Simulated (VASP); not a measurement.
# Ce (Fm-3m) in VASP: further runs

One crystal, Ce, is run at these levels: PBE+U; tasks: single point.

Everything below comes from runs of VASP 6.6.1. Logs are shortened: lines on timing, memory, paths and dates and some standing lists are left out, and cuts for length are marked.

### Step 1. The crystal as given

Symmetry: Fm-3m, No. 225, cubic system. The conventional cell has a = 5.160 Å, b = 5.160 Å, c = 5.160 Å, α = 90.00°, β = 90.00°, γ = 90.00°. Ce (site symmetry m-3m) is surrounded by 12 Ce at 3.65 Å.

### Step 2. Single point, PBE+U, collinear spin, typed start

Input file INCAR:

```
SYSTEM = Ce
ALGO = Fast ; EDIFF = 1E-6
ENCUT = 520 ; GGA = PE
ISIF = 2 ; ISMEAR = 0
ISPIN = 2 ; LASPH = .True.
LCHARG = .False. ; LDAU = .True.
LDAUJ = 0 ; LDAUL = 3
LDAUPRINT = 1 ; LDAUTYPE = 2
LDAUU = 5 ; LMAXMIX = 6
LORBIT = 11 ; LREAL = .False.
LWAVE = .False. ; MAGMOM = 1
NBANDS = 16 ; NELM = 150
PREC = Accurate ; SIGMA = 0.05
```

Input file KPOINTS:

```
k-points
0
Gamma
  6 6 6
  0 0 0
```

Input file POSCAR:

```
Ce
1.0
    0.0000000000      2.5800000000      2.5800000000
    2.5800000000      0.0000000000      2.5800000000
    2.5800000000      2.5800000000      0.0000000000
Ce
1
Direct
    0.0000000000      0.0000000000      0.0000000000
```

Potentials or basis: VASP PAW PBE potentials, release 64 (Ce).

The run is started by

```
$ cat potpaw_PBE.64/Ce/POTCAR > POTCAR
$ mpirun -np 1 vasp_std > vasp.out
```

OUTCAR:

```text
SYSTEM = Ce
   EDIFF = 1E-6
   ENCUT = 520
   GGA = PE
   ISIF = 2
   ISMEAR = 0
   ISPIN = 2
   LASPH = .True.
   LORBIT = 11
   LREAL = .False.
   NELM = 150
   PREC = Accurate

 ion  position               nearest neighbor table
   1  0.000  0.000  0.000-

  LATTYP: Found a face centered cubic cell.
 ALAT       =     5.1600000000

  Lattice vectors:

 A1 = (   0.0000000000,   2.5800000000,   2.5800000000)
 A2 = (   2.5800000000,   0.0000000000,   2.5800000000)
 A3 = (   2.5800000000,   2.5800000000,   0.0000000000)

Analysis of symmetry for initial positions (statically):
=====================================================================
 Subroutine PRICEL returns:
 Original cell was already a primitive cell.

 Routine SETGRP: Setting up the symmetry group for a
 face centered cubic supercell.

 Subroutine GETGRP returns: Found 48 space group operations
 (whereof 48 operations were pure point group operations)
 out of a pool of 48 trial point group operations.

The static configuration has the point symmetry O_h .

Analysis of symmetry for dynamics (positions and initial velocities):
=====================================================================
 Subroutine PRICEL returns:
 Original cell was already a primitive cell.

 Routine SETGRP: Setting up the symmetry group for a
 face centered cubic supercell.

 Subroutine GETGRP returns: Found 48 space group operations
 (whereof 48 operations were pure point group operations)
 out of a pool of 48 trial point group operations.

The dynamic configuration has the point symmetry O_h .

Analysis of structural, dynamic, and magnetic symmetry:
=====================================================================
 Subroutine PRICEL returns:
 Original cell was already a primitive cell.

 Routine SETGRP: Setting up the symmetry group for a
 face centered cubic supercell.

 Subroutine GETGRP returns: Found 48 space group operations
 (whereof 48 operations were pure point group operations)
 out of a pool of 48 trial point group operations.

The overall configuration has the point symmetry O_h .

 Subroutine INISYM returns: Found 48 space group operations
 (whereof 48 operations are pure point group operations),
 and found     1 'primitive' translations

----------------------------------------------------------------------------------------

                                     Primitive cell

  volume of cell :      34.3470

  direct lattice vectors                    reciprocal lattice vectors
     0.000000000  2.580000000  2.580000000    -0.193798450  0.193798450  0.193798450
     2.580000000  0.000000000  2.580000000     0.193798450 -0.193798450  0.193798450
     2.580000000  2.580000000  0.000000000     0.193798450  0.193798450 -0.193798450

  length of vectors
     3.648670991  3.648670991  3.648670991     0.335668761  0.335668761  0.335668761

  position of ions in fractional coordinates (direct lattice)
     0.000000000  0.000000000  0.000000000

  ion indices of the primitive-cell ions
   primitive index   ion index
                 1           1

----------------------------------------------------------------------------------------

 KPOINTS: k-points

Automatic generation of k-mesh.
 Grid dimensions read from file:
 generate k-points for:    6    6    6

 Generating k-lattice:

  Cartesian coordinates                     Fractional coordinates (reciprocal lattice)
    -0.032299742  0.032299742  0.032299742     0.166666667  0.000000000  0.000000000
     0.032299742 -0.032299742  0.032299742     0.000000000  0.166666667  0.000000000
     0.032299742  0.032299742 -0.032299742     0.000000000  0.000000000  0.166666667

  Length of vectors
     0.055944794  0.055944794  0.055944794
[... 45 lines left out ...]
   EDIFF  = 0.1E-05   stopping-criterion for ELM
   LREAL  =      F    real-space projection
[... 7 lines left out ...]
   TEBEG  =    0.0;   TEEND  =   0.0 temperature during run
   PSTRESS=    0.0 pullay stress
   NELECT =      12.0000    total number of electrons
   NUPDOWN=      -1.0000    fix difference up-down
   EMIN   =  10.00;   EMAX   =-10.00  energy-range for DOS
   EFERMI =   0.00;   METHOD = LEGACY
   ISMEAR =     0;   SIGMA  =   0.05  broadening in eV -4-tet -1-fermi 0-gaus
   EFERMI_NEDOS =   21; number of points for ismear=-14 and -15
   IALGO  =     68    algorithm
   IMIX   =      4    mixing-type and parameters
     AMIX     =   0.40;   BMIX     =  1.00
     AMIX_MAG =   1.60;   BMIX_MAG =  1.00
  volume/ion in A,a.u.               =      34.35       231.79
  Fermi-wavevector in a.u.,A,eV,Ry     =   1.153025  2.178902 18.088505  1.329468
  Thomas-Fermi vector in A             =   2.289672
   LORBIT       =     11    0 simple, 1 ext, 2 COOP (PROOUT), +10 PAW based schemes
 LDA+U is selected, type is set to LDAUTYPE =  2
   angular momentum for each species LDAUL =     3
   U (eV)           for each species LDAUU =   5.0
   J (eV)           for each species LDAUJ =   0.0
   GGA     = PE    functional components
   LHFCALC =     F    Hartree Fock is set to
   AEXX    =    0.0000 exact exchange contribution
   IVDW    =     0    specifies the selected vdW correction
   LEPSILON=     F    determine dielectric tensor
   LRPA    =     F    only Hartree local field effects (RPA)
 spin polarized calculation
 RMM-DIIS sequential band-by-band and
 Gauss-broadening in eV      SIGMA  =   0.05
  energy-cutoff  :      520.00
  volume of cell :       34.35
 maximum number of plane-waves:       941
   NGX = 13   NGY = 13   NGZ = 13

 number of electron      12.0000000 magnetization       1.0000000

atom =   1  type =  1  l = 3

 onsite density matrix

spin component  1

  0.0135  0.0000  0.0074  0.0000  0.0000 -0.0000 -0.0000
  0.0000  0.1642 -0.0000 -0.0000  0.0000  0.0000 -0.0000
  0.0074 -0.0000  0.0097  0.0000 -0.0000  0.0000  0.0000
  0.0000 -0.0000  0.0000  0.0192 -0.0000  0.0000 -0.0000
  0.0000  0.0000 -0.0000 -0.0000  0.0097 -0.0000 -0.0074
 -0.0000  0.0000  0.0000  0.0000 -0.0000  0.0040  0.0000
 -0.0000 -0.0000  0.0000 -0.0000 -0.0074  0.0000  0.0135

spin component  2

  0.0655 -0.0000  0.0464  0.0000  0.0000  0.0000  0.0000
 -0.0000  0.1378  0.0000 -0.0000 -0.0000  0.0000  0.0000
  0.0464  0.0000  0.0415  0.0000 -0.0000 -0.0000  0.0000
  0.0000 -0.0000  0.0000  0.1014 -0.0000  0.0000 -0.0000
  0.0000 -0.0000 -0.0000 -0.0000  0.0415 -0.0000 -0.0464
  0.0000  0.0000 -0.0000  0.0000 -0.0000  0.0055  0.0000
  0.0000  0.0000  0.0000 -0.0000 -0.0464  0.0000  0.0655

 occupancies and eigenvectors

  o =  0.0040  v = -0.0000  0.0000  0.0000  0.0000 -0.0000 -1.0000 -0.0000  0.0000  0.0000  0.0000  0.0000  0.0000  0.0000  0.0000      0.0000  0.0000  0.0000  0.0000  0.0000  0.0000  0.0000  0.0000  0.0000  0.0000  0.0000  0.0000  0.0000  0.0000
  o =  0.0040  v = -0.0798  0.0000  0.1030  0.0000  0.7838 -0.0000  0.6072  0.0000  0.0000  0.0000  0.0000  0.0000  0.0000  0.0000      0.0000  0.0000  0.0000  0.0000  0.0000  0.0000  0.0000  0.0000  0.0000  0.0000  0.0000  0.0000  0.0000  0.0000
  o =  0.0040  v = -0.6072  0.0000  0.7838  0.0000 -0.1030  0.0000 -0.0798  0.0000  0.0000  0.0000  0.0000  0.0000  0.0000  0.0000      0.0000  0.0000  0.0000  0.0000  0.0000  0.0000  0.0000  0.0000  0.0000  0.0000  0.0000  0.0000  0.0000  0.0000
  o =  0.0055  v =  0.0000  0.0000  0.0000  0.0000  0.0000  0.0000  0.0000  0.0000  0.0000 -0.0000  0.0000  0.0000 -1.0000  0.0000      0.0000  0.0000  0.0000  0.0000  0.0000  0.0000  0.0000  0.0000  0.0000  0.0000  0.0000  0.0000  0.0000  0.0000
  o =  0.0055  v =  0.0000  0.0000  0.0000  0.0000  0.0000  0.0000  0.0000  0.5581  0.0000 -0.7205 -0.0000 -0.3255  0.0000 -0.2521      0.0000  0.0000  0.0000  0.0000  0.0000  0.0000  0.0000  0.0000  0.0000  0.0000  0.0000  0.0000  0.0000  0.0000
  o =  0.0055  v =  0.0000  0.0000  0.0000  0.0000  0.0000  0.0000  0.0000  0.2521  0.0000 -0.3255  0.0000  0.7205  0.0000  0.5581      0.0000  0.0000  0.0000  0.0000  0.0000  0.0000  0.0000  0.0000  0.0000  0.0000  0.0000  0.0000  0.0000  0.0000
  o =  0.0192  v = -0.0545  0.0000 -0.0422  0.0005 -0.6109  0.0000  0.7887  0.0000  0.0000  0.0000  0.0000  0.0000  0.0000  0.0000      0.0000  0.0000  0.0000  0.0000  0.0000  0.0000  0.0000  0.0000  0.0000  0.0000  0.0000  0.0000  0.0000  0.0000
  o =  0.0192  v =  0.7887 -0.0000  0.6109 -0.0011 -0.0422  0.0000  0.0545  0.0000  0.0000  0.0000  0.0000  0.0000  0.0000  0.0000      0.0000  0.0000  0.0000  0.0000  0.0000  0.0000  0.0000  0.0000  0.0000  0.0000  0.0000  0.0000  0.0000  0.0000
  o =  0.0192  v =  0.0009 -0.0000  0.0007  1.0000  0.0002  0.0000 -0.0003  0.0000  0.0000  0.0000  0.0000  0.0000  0.0000  0.0000      0.0000  0.0000  0.0000  0.0000  0.0000  0.0000  0.0000  0.0000  0.0000  0.0000  0.0000  0.0000  0.0000  0.0000
  o =  0.1014  v =  0.0000  0.0000  0.0000  0.0000  0.0000  0.0000  0.0000 -0.0340 -0.0000 -0.0263  0.0000 -0.6118 -0.0000  0.7898      0.0000  0.0000  0.0000  0.0000  0.0000  0.0000  0.0000  0.0000  0.0000  0.0000  0.0000  0.0000  0.0000  0.0000
  o =  0.1014  v =  0.0000  0.0000  0.0000  0.0000  0.0000  0.0000  0.0000  0.7898 -0.0000  0.6118 -0.0000 -0.0263 -0.0000  0.0340      0.0000  0.0000  0.0000  0.0000  0.0000  0.0000  0.0000  0.0000  0.0000  0.0000  0.0000  0.0000  0.0000  0.0000
  o =  0.1014  v =  0.0000  0.0000  0.0000  0.0000  0.0000  0.0000  0.0000 -0.0000 -0.0000 -0.0000 -1.0000 -0.0000 -0.0000  0.0000      0.0000  0.0000  0.0000  0.0000  0.0000  0.0000  0.0000  0.0000  0.0000  0.0000  0.0000  0.0000  0.0000  0.0000
  o =  0.1378  v =  0.0000  0.0000  0.0000  0.0000  0.0000  0.0000  0.0000 -0.0000  1.0000  0.0000 -0.0000 -0.0000  0.0000  0.0000      0.0000  0.0000  0.0000  0.0000  0.0000  0.0000  0.0000  0.0000  0.0000  0.0000  0.0000  0.0000  0.0000  0.0000
  o =  0.1642  v = -0.0000 -1.0000 -0.0000 -0.0000  0.0000 -0.0000  0.0000  0.0000  0.0000  0.0000  0.0000  0.0000  0.0000  0.0000      0.0000  0.0000  0.0000  0.0000  0.0000  0.0000  0.0000  0.0000  0.0000  0.0000  0.0000  0.0000  0.0000  0.0000

 number of electron      12.0000000 magnetization      -0.4036282

 Free energy of the ion-electron system (eV)
  ---------------------------------------------------
  ext. energy  EPLUGINS =         0.00000000
  ---------------------------------------------------
  free energy    TOTEN  =        -3.91083056 eV

  energy without entropy =       -3.90582306  energy(sigma->0) =       -3.90832681

 E-fermi :   6.9920     XC(G=0): -10.1256

 val. band max:        6.9676724718   @ k =   0.5000   0.1667   0.0000
 cond. band min:       6.9964426025   @ k =   0.3333   0.0000   0.0000
 fundamental gap:      0.0287701306
 Fermi energy:         6.9920084511

 spin component 1

 k-point     1 :       0.0000    0.0000    0.0000
  band No.  band energies     occupation
      1     -28.6953      1.00000
      2     -10.5255      1.00000
      3     -10.5255      1.00000
      4     -10.5255      1.00000
      5       3.5943      1.00000
      6       6.8378      0.99999
[... 280 lines left out ...]
      2     -11.5742      1.00000
      3     -11.1973      1.00000
      4     -11.0162      1.00000
      5       5.6493      1.00000
      6       6.3000      1.00000
[... 8 lines left out ...]
     15      10.8124      0.00000
     16      13.2405      0.00000
 Fermi energy:         6.9920084511

 spin component 2

 k-point     1 :       0.0000    0.0000    0.0000
  band No.  band energies     occupation
      1     -28.8373      1.00000
      2     -10.6534      1.00000
      3     -10.6534      1.00000
      4     -10.6534      1.00000
      5       3.4246      1.00000
      6       6.8454      0.99998
[... 281 lines left out ...]
      3     -11.3250      1.00000
      4     -11.1440      1.00000
      5       5.4821      1.00000
      6       6.1489      1.00000
[... 8 lines left out ...]
     15      10.6576      0.00000
     16      13.1531      0.00000

------------------------ aborting loop because EDIFF is reached ----------------------------------------

  FORCE on cell =-STRESS in cart. coord.  units (eV):
  Direction    XX          YY          ZZ          XY          YZ          ZX
  --------------------------------------------------------------------------------------
  -------------------------------------------------------------------------------------
  Total       -0.9162510     -0.9162510     -0.9162510      0.0000000     -0.0000000      0.0000000
  in kB      -42.7401395    -42.7401395    -42.7401395      0.0000000     -0.0000000      0.0000000
  external PRESSURE =     -42.7401395 kB  Pullay stress =       0.0000000 kB

 VOLUME and BASIS-vectors are now :
 -----------------------------------------------------------------------------
  energy-cutoff  :      520.00
  volume of cell :       34.35
      direct lattice vectors                 reciprocal lattice vectors
     0.000000000  2.580000000  2.580000000    -0.193798450  0.193798450  0.193798450
     2.580000000  0.000000000  2.580000000     0.193798450 -0.193798450  0.193798450
     2.580000000  2.580000000  0.000000000     0.193798450  0.193798450 -0.193798450

 POSITION                                       TOTAL-FORCE (eV/Angst)
 -----------------------------------------------------------------------------------
      0.00000      0.00000      0.00000         0.000000      0.000000      0.000000
 -----------------------------------------------------------------------------------
    total drift:                               -0.000000      0.000000      0.000000

  FREE ENERGIE OF THE ION-ELECTRON SYSTEM (eV)
  ---------------------------------------------------
  free  energy   TOTEN  =        -3.9108305597 eV

  energy  without entropy=       -3.9058230569  energy(sigma->0) =       -3.90832681

 total charge

# of ion       s       p       d       f       tot
--------------------------------------------------
    1        2.075   5.634   1.122   0.701   9.532

 magnetization (x)

# of ion       s       p       d       f       tot
--------------------------------------------------
    1       -0.005  -0.004  -0.054  -0.235  -0.298
```

Run time: 4.3 min. Hardware: 1 thread of AMD EPYC 7R13 (Zen 3), shared host; peak memory 0.16 GiB.

What came out:

* Free energy: -3.9108 eV
* Pressure: -4.3 GPa
* Band gap on the k mesh: none (metal or under the smearing width)
* Net moment: -0.40 μB per cell
* Site moments: Ce -0.30 μB
* Valence electrons inside the program's atomic spheres: Ce 9.53

Levels at points of the mesh, in eV from the Fermi level:
Spin up:
```
           k point  band 4  band 5  band 6  band 7  band 8  band 9
(0.00, 0.00, 0.00)  -17.52   -3.40   -0.15    0.86    0.86    0.86
(0.50, 0.00, 0.00)  -17.69   -1.89    0.19    0.68    0.94    0.94
(0.50, 0.50, 0.00)  -17.99   -2.13   -1.57    0.39    0.97    0.99
```
Spin down:
```
           k point  band 3  band 4  band 5  band 6  band 7  band 8  band 9  band 10
(0.00, 0.00, 0.00)  -17.65  -17.65   -3.57   -0.15    0.23    0.23    0.23     1.20
(0.50, 0.00, 0.00)  -17.81  -17.81   -2.04   -0.03    0.31    0.47    0.47     0.87
(0.50, 0.50, 0.00)  -18.11  -18.11   -2.29   -1.70    0.33    0.41    0.47     0.47
```

Eigenvalues of the final occupation matrices:
| site | spin | trace | eigenvalues |
| --- | --- | --- | --- |
| site 1 f | 1 | 0.23 | 0.00 0.00 0.00 0.02 0.02 0.02 0.16 |
| site 1 f | 2 | 0.46 | 0.01 0.01 0.01 0.10 0.10 0.10 0.14 |

Caveat: the magnetic or orbital state may not be the lowest; spin-orbit coupling is left out, which moves the levels of the heavy elements. The state reached can hang on the start; a lower one may exist.

(Continued in part 2 of 2.)
